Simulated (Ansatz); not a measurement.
Zr: pressure against volume

Zr, P6_3/mmc, a = 3.186 Å, c = 5.112 Å. Ansatz: PBEsol, PAW, 420 eV, Γ-centred 18×18×8 mesh on 2 atoms, Gaussian smearing 0.10 eV; no spin polarisation. Shape and atoms are relaxed at each volume; pressure is positive in compression.

```tsv
V (Å³/atom)	P (GPa)
19.771	?
20.445	10.55
21.119	6.62
21.793	3.13
22.467	0.00
23.141	-2.78
23.815	-5.23
24.714	-8.05
```

**Question.** Take V0 = 22.467 Å³/atom, fit the third-order Birch–Murnaghan form to the other rows, and predict the missing pressure.

**Answer.** With the Eulerian strain f = ½[(V0/V)^(2/3) − 1] and y = P/[3f(1 + 2f)^(5/2)], the form is the line y = B0 + 1.5 B0 (B0′ − 4) f. Rows (f, y): 0.03245, 92.6; 0.02106, 94.5; 0.01026, 96.7; -0.00976, 99.7; -0.01905, 100.8; -0.03079, 102.2. Means f = 0.0006950, y = 97.750; Σ(Δf)² = 0.003005, ΣΔfΔy = -0.4605; the slope is their ratio. y = 97.86 − 153.2 f GPa, so B0 = 97.9 GPa and B0′ = 4 + 2 × (-153.2)/(3 × 97.86) = 2.96. At V = 19.771, f = 0.04448, y = 91.05 and P = 15.03 GPa. The run gave 15.01 GPa, so the fit is 0.02 GPa too high, within the rms miss on the fitted rows (0.02 GPa).